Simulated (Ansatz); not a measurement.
Bi, one cell by several methods

```
Bi
1.0
     0.00000    2.51465    2.51465
     2.51465    0.00000    2.51465
     2.51465    2.51465    0.00000
Bi
1
Direct
  0.00000 0.00000 0.00000
```

The structure comes from a relaxation in the same program, started in the fcc type, and has space group Fm-3m. Whether it is a known phase or the ground state wasn't checked.

Spin–orbit coupling is left out, though it moves levels of the heavy atoms by tenths of an eV or more.

All numbers are computed: DFT, PBE, PAW with Ansatz's default frozen-core files, scalar-relativistic (Ansatz 0.2.0); DFT, PBE, all-electron PAW with datasets made for the crystal, scalar-relativistic (Ansatz 0.2.0); DFT, PBE, all-electron LAPW, scalar-relativistic (Ansatz 0.2.0).

For PAW: a Γ-centred 16×16×16 k mesh, Fermi–Dirac smearing of 0.05 eV, cutoff 420 eV, no spin polarisation. The crystal-made all-electron datasets (AE datasets) take a cutoff of 260 eV at this cell. LAPW targets a basis error of 0.5 meV/atom. The Ansatz runs share mesh, smearing and spin set-up. Plane-wave (PAW) pressures include the program's estimate of the Pulay term.

Stress and pressure are positive in compression.

Levels count from the Fermi level.

| quantity | PAW | AE datasets | LAPW |
| --- | --- | --- | --- |
| pressure (GPa) | -0.01 | 0.01 | 0.01 |
| highest filled level at W (eV) | -1.128 | -1.128 | -1.128 |
| lowest empty level at W (eV) | 8.848 | 8.847 | 8.847 |
| highest filled level at Γ (eV) | -13.480 | -13.480 | -13.480 |
| lowest empty level at Γ (eV) | 4.771 | 4.770 | 4.770 |
| highest filled level at L (eV) | -5.199 | -5.199 | -5.199 |
| lowest empty level at L (eV) | 3.238 | 3.238 | 3.238 |

PAW's pressure differs from the LAPW value by -0.02 GPa. Datasets made for the crystal and LAPW share parts of one code, so their agreement isn't an independent check.
